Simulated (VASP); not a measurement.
Write the native input for VASP 6.6.1 that does the following.

* Task: relaxation of cell and atoms
* Functional: PBEsol
* Potentials or basis: VASP PAW PBE potentials, release 64 (W_sv, Si)
* Cutoff: 600 eV
* k mesh: 6 × 6 × 4
* Occupations: gaussian, width 0.02 eV
* Spin: no spin polarisation
* Ladder: gaps
* Further INCAR settings: ALGO = Normal; EDIFF = 1e-07; IBRION = 2; EDIFFG = -0.005; NSW = 40; ISIF = 3

The structure of Si2W lies in POSCAR:

```
Si2W
1.0
    4.6168523821      0.0000000000      0.0000000000
   -2.3084261911      3.9983114484      0.0000000000
    0.0000000000      0.0000000000      6.6532220000
W Si
3 6
Direct
    0.5000000000      0.0000000000      0.5000000000
    0.5000000000      0.5000000000      0.8333333333
    0.0000000000      0.5000000000      0.1666666667
    0.3272520000      0.1636260000      0.1666666667
    0.8363740000      0.1636260000      0.8333333333
    0.1636260000      0.3272520000      0.5000000000
    0.6727480000      0.8363740000      0.1666666667
    0.1636260000      0.8363740000      0.8333333333
    0.8363740000      0.6727480000      0.5000000000
```

Measurements of this composition are mostly on another form, of space group No. 139.

One way to write it, as run:

INCAR

```
PREC = Accurate
ENCUT = 600
EDIFF = 1E-7
ISMEAR = 0
SIGMA = 0.02
LREAL = F
LASPH = T
NELM = 100
ALGO = Normal
ISIF = 3
LWAVE = F
LCHARG = F
GGA = PS
IBRION = 2
NSW = 40
EDIFFG = -0.005
KPAR = 4
```

KPOINTS

```
Automatic mesh
0
Gamma
  6 6 4
```

Potentials or basis: VASP PAW PBE potentials, release 64 (W_sv, Si).

Run with:

```console
$ cat potpaw_PBE.64/W_sv/POTCAR potpaw_PBE.64/Si/POTCAR > POTCAR
$ mpirun -np 4 vasp_std > vasp.out
```

Results of the run:

| Quantity | Value |
| --- | --- |
| Relaxed volume | 13.32 Å³/atom |
| Relaxed cell | a = 4.578 Å, b = 4.578 Å, c = 6.607 Å, α = 90.00°, β = 90.00°, γ = 120.00° |
| Space group after relaxing (to 0.05 Å) | P6_222 (No. 180) |
| Energy gained by relaxing | 5.4 meV/atom |
| Ionic steps | 6 |
| Pressure after relaxing | 0.0 GPa |
| Largest force after relaxing | 0.004 eV/Å |
| Band gap on the k mesh | 0.00 eV, indirect (least direct gap 0.66 eV) |

Caveat: the PAW data sets were made with another functional, which shifts forces and pressure a little; spin-orbit coupling is left out, which moves the levels of the heavy elements.

Run time: 3.4 min on 4 MPI ranks on Intel(R) Xeon(R) Platinum 8259CL CPU @ 2.50GHz (Skylake/Cascade Lake) (shared host), peak memory 0.35 GiB a rank.
